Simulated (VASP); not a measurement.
## NaF: single point with PBE

Crystal: NaF.

```
Na F
1.0
     0.00000    2.53126    2.53126
     2.53126    0.00000    2.53126
     2.53126    2.53126    0.00000
Na F
1 1
Direct
  0.00000 0.00000 0.00000
  0.25000 0.25000 0.25000
```

The cell was built by a generator and needn't be a form met in nature.

```yaml
Program: VASP 6.6.1
Task: single point
Functional: PBE
Potentials_or_basis: VASP PAW PBE potentials, release 64 (Na_pv, F)
Cutoff: 520 eV
k_mesh: 6 × 6 × 6
Occupations: gaussian, width 0.01 eV
Spin: no spin polarisation
Dipole_correction: no
Further_INCAR_settings: ALGO = Fast; EDIFF = 1e-06; NBANDS = 14
```

```yaml
Pressure: 2.0 GPa
Band_gap_on_the_k_mesh: 5.61 eV, direct
```

Levels at points of the mesh, in eV from the valence-band top:
```tsv
k point	band 4	band 5	band 6	band 7	band 8	band 9	band 10	band 11
(0.00, 0.00, 0.00)	-18.75	0.00	0.00	0.00	5.61	19.32	19.32	19.32
(0.50, 0.00, 0.00)	-18.10	-0.85	-0.04	-0.04	9.96	10.90	17.19	17.19
(0.50, 0.50, 0.00)	-17.97	-0.78	-0.16	-0.16	9.97	12.01	16.25	17.09
```

It took 10 s on 1 thread of Intel(R) Xeon(R) Platinum 8375C CPU @ 2.90GHz (Ice Lake), on a shared host, peak memory 0.12 GiB.

As with any semilocal functional, this PBE gap is likely too small.
